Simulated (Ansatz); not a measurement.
Ansatz input file:

```yaml
crystal:
  lattice:
    - [4.6601956505, 0.0, 0.0]
    - [-2.3300978253, 4.0358478199, 0.0]
    - [0.0, 0.0, 5.8024529038]
  atoms:
    - { symbol: Sc, position: [0.0, 0.0, 0.0] }
    - { symbol: Sc, position: [0.0, 0.0, 0.5] }
    - { symbol: Sc, position: [0.3333333333, 0.6666666667, 0.75] }
    - { symbol: Sc, position: [0.6666666667, 0.3333333333, 0.25] }
    - { symbol: Al, position: [0.3333333333, 0.6666666667, 0.25] }
    - { symbol: Al, position: [0.6666666667, 0.3333333333, 0.75] }
basis:
  ecutwfc: 420
kpoints:
  mp_grid: { grid: [12, 12, 6] }
hamiltonian:
  xc: pbesol
scf:
  occupations: { method: gaussian, width: 0.1 }
output:
  forces: true
  stress: true
  eigenvalues: true
relax:
  adjacent_minimum: "off"
  f_tol: 0.01
  max_steps: 30
  cell: { stress_tol: 0.1, fix: [volume] }
```

Command:
```bash
ansatz run input.yaml --threads 1 --pin off --max-ram 2560MiB --backend cpu --events-out ev --progress --plain --runs-dir out
```

These are results of Ansatz 0.2.0, DFT PBEsol, scalar-relativistic, plane waves, PAW, not measurements.

From the run's log, abridged (final results; tables in files aren't shown):

```
SCF 4 converged in 4 iterations: F = -9496.222717 eV  dr2 = 1.58e-10
SCF converged after 4 iterations
Free energy (F): -9496.222717 eV
Harris-Foulkes:  -9496.222717 eV  (|F-HF|=1.09e-10)
Internal energy: -9496.187329 eV  (E = F + TS)
E sigma→0 (E₀):  -9496.205023 eV
Entropy (-TS):   -0.035389 eV (-5.898 meV/atom)
Fermi energy:    10.853499 eV
--- Per-component energies (eV) ---
  E_band       = -550.471419
  E_kinetic    = 1104.286020
  E_local      = -3369.782024  (includes V_loc(G=0)·N_el)
  E_nonlocal   = 361.943499
  E_hartree    = 1203.886614
  E_xc         = -498.013539
  E_vxc        = -580.237037  (∫ρ·V_xc dr)
  E_paw        = -4640.385070  (= ΣΔE_a)
  E_vpaw       = -474.455443  (= ΣTr[D̂ρ^β])
  E_aug_tail   = 0.000033  (compensation charges beyond the density's cutoff)
  E_ewald      = -3658.677240
  E_core_change = 0.554378  (= ΣΔE_core)
  E_smearing   = -0.035389  (= −TS)
--- Forces (eV/Å), atoms counted from 1 ---
  atom   1  Sc     0.00000000     0.00000000     0.00000000
  atom   2  Sc     0.00000000     0.00000000     0.00000000
  atom   3  Sc     0.00000000     0.00000000     0.00000000
  atom   4  Sc     0.00000000     0.00000000     0.00000000
  atom   5  Al     0.00000000     0.00000000     0.00000000
  atom   6  Al     0.00000000     0.00000000     0.00000000
--- Stress (GPa, compression-positive) ---
       11.846307       0.000000       0.000000
        0.000000      11.846307       0.000000
        0.000000       0.000000      11.844545
  P = ⅓ Tr σ = 11.8457 GPa (118.457 kbar)
--- Band table (eV; the first three rows and the last of 76) ---
  k-point 0: bands = ["-37.9915", "-37.8761", "-37.8366", "-37.8098", "-17.0305", "-16.8961", "-16.8961", "-16.6897", "-16.6897", "-16.6552", "-16.6552", "-16.5971", "-16.5759", "-16.5065", "-16.5065", "-16.3490", "3.3298", "6.4766", "8.0767", "8.7706", "8.7706", "10.0481", "10.1847", "10.1847", "10.2996", "10.2996", "10.8001", "10.8001", "13.2316", "13.2316", "13.2572"]
  k-point 1: bands = ["-37.9851", "-37.8881", "-37.8306", "-37.8103", "-16.9898", "-16.8872", "-16.8872", "-16.7260", "-16.7260", "-16.6229", "-16.6229", "-16.5925", "-16.5848", "-16.5116", "-16.5116", "-16.3892", "3.4683", "6.0565", "8.4239", "8.8138", "8.8138", "9.8200", "9.8200", "10.1304", "10.6361", "10.6361", "10.8265", "10.8265", "13.0780", "13.3431", "13.3431"]
  k-point 2: bands = ["-37.9673", "-37.9132", "-37.8218", "-37.8120", "-16.8791", "-16.8617", "-16.8617", "-16.7758", "-16.7758", "-16.6231", "-16.5837", "-16.5837", "-16.5786", "-16.5267", "-16.5267", "-16.4834", "3.8706", "5.2719", "8.9418", "8.9418", "9.0734", "9.4489", "9.4489", "10.1664", "10.8890", "10.8890", "10.8953", "10.8953", "12.5792", "13.2797", "13.6467"]
  k-point 75: bands = ["-37.9178", "-37.9178", "-37.8390", "-37.8390", "-16.9241", "-16.9241", "-16.8443", "-16.8443", "-16.7017", "-16.7017", "-16.5949", "-16.5949", "-16.5510", "-16.5510", "-16.4326", "-16.4326", "6.0549", "6.0549", "7.8158", "7.8158", "8.4628", "8.4628", "10.1657", "10.1657", "11.2402", "11.2402", "11.5628", "11.5628", "12.1256", "12.1256", "12.6776"]
--- Relaxed structure (3 steps of the walk, 3 accepted, 1 SCFs on fresh bases) ---
  F+E_penalty+E_count = -9496.22271725 eV   max|allowed force component| = 1.484e-17 eV/Å   (the final SCF, on the basis selected at the relaxed cell)
  cell:  # Å, volume = 109.1316 Å³
    - [4.66407503, 0.0, 0.0]
    - [-2.33203751, 4.03920746, 0.0]
    - [0.0, 0.0, 5.79280444]
  atoms:
    - { symbol: Sc, position: [0.0, 0.0, 0.0] }
    - { symbol: Sc, position: [0.0, 0.0, 0.49999999] }
    - { symbol: Sc, position: [0.33333333, 0.66666666, 0.75] }
    - { symbol: Sc, position: [0.66666666, 0.33333333, 0.24999999] }
    - { symbol: Al, position: [0.33333333, 0.66666666, 0.24999999] }
    - { symbol: Al, position: [0.66666666, 0.33333333, 0.75] }
```

The relaxation met its thresholds.

The run took 64 s on 1 thread of Arm Neoverse V1 (shared host), peak memory 0.49 GiB.